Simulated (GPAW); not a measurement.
The system is GaN.

```xyz
2
Lattice="0.0000 2.2535 2.2535 2.2535 0.0000 2.2535 2.2535 2.2535 0.0000" Properties=species:S:1:pos:R:3 pbc="T T T"
Ga    0.0000    0.0000    0.0000
N     1.1268    1.1268    1.1268
```

The cell is a database's computed one.

Base run:

- Program: GPAW 26.7.0
- Functional: GLLB-SC
- Potentials or basis: the program's PAW data sets (release 1.2.1) made for this functional
- Cutoff: 600 eV
- Basis: pw
- k mesh: 8 × 8 × 8
- Occupations: fermi-dirac, width 0.001 eV
- Spin: no spin polarisation

Its results: band gap on the k mesh, kohn-sham part alone 2.12 eV, direct; electronic dielectric tensor (diagonal) 4.95.

**Question.** The run is repeated on the same cell with these changes: functional from GLLB-SC to LDA. What comes out?

**Answer.** Band gap on the k mesh 1.84 eV, direct; electronic dielectric tensor (diagonal) 5.66.

Caveats: the long-wavelength limit can be off by a per cent or two; a model potential gives levels but no total energy (some runs); response on these states lacks terms of the Hamiltonian (some runs).

A k mesh can miss the band edges.
